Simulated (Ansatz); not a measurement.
Runs of Ansatz 0.2.0 on LiCl. Symmetry: Fm-3m, No. 225, cubic system. Conventional cell: a = 5.130 Å, b = 5.130 Å, c = 5.130 Å, α = 90.00°, β = 90.00°, γ = 90.00°. Cl (site symmetry m-3m) is surrounded by 6 Li at 2.56 Å. Li (site symmetry m-3m) is surrounded by 6 Cl at 2.56 Å. 

| task | level | potentials or basis | spin | cell | k mesh | cutoff (eV) | smearing | atoms under strain | points for each segment of the path | mesh quality | gap on the mesh (eV) | pressure (GPa) | moment (μB) |
| --- | --- | --- | --- | --- | --- | --- | --- | --- | --- | --- | --- | --- | --- |
| electron localisation function | revPBE | Ansatz PAW earlier set | off | as given | 9 × 9 × 9 | 900 | gaussian 0.05 eV | - | - | not flagged | (b) | 2.1 | - |
| elastic constants | rPW86-PBE+D3(BJ) | PseudoDojo standard (PBE files) | collinear, ferromagnetic start | as given | 6 × 6 × 6 | 1007 | gaussian 0.01 eV | clamped | - | not flagged | (a) | -1.2 | 0.00 |
| band structure | r2SCAN0 | SPMS NC | off | as given | 5 × 5 × 5 | 707 | fixed | - | 4 | coarse | 9.00 | -0.5 | - |
| projected density of states | PBE+D4 | PseudoDojo standard (PBE files) with Ansatz NC | collinear, program default start | atoms moved at random, drawn with an rms of 0.05 Å | 7 × 7 × 7 | 1034 | gaussian 0.02 eV | - | - | not flagged | 6.33 | -0.8 | 0.00 |

Q: Fill in the values left out.

A: (a) 6.34; (b) 6.53.

Caveats: some runs use coarse meshes; odd divisions of the mesh miss points on the zone boundary, where band edges often lie, so the gap on the mesh can be too wide (some runs); the potentials were made for another functional, which shifts forces and pressure (some runs); the PAW data sets come from PBE, with cores solved anew for the run's functional, which leaves a small shift of forces and pressure (some runs); the meta-GGA runs on potentials made for a GGA (some runs); the thresholds are loose for stress (some runs).

A k mesh can miss the band edges.
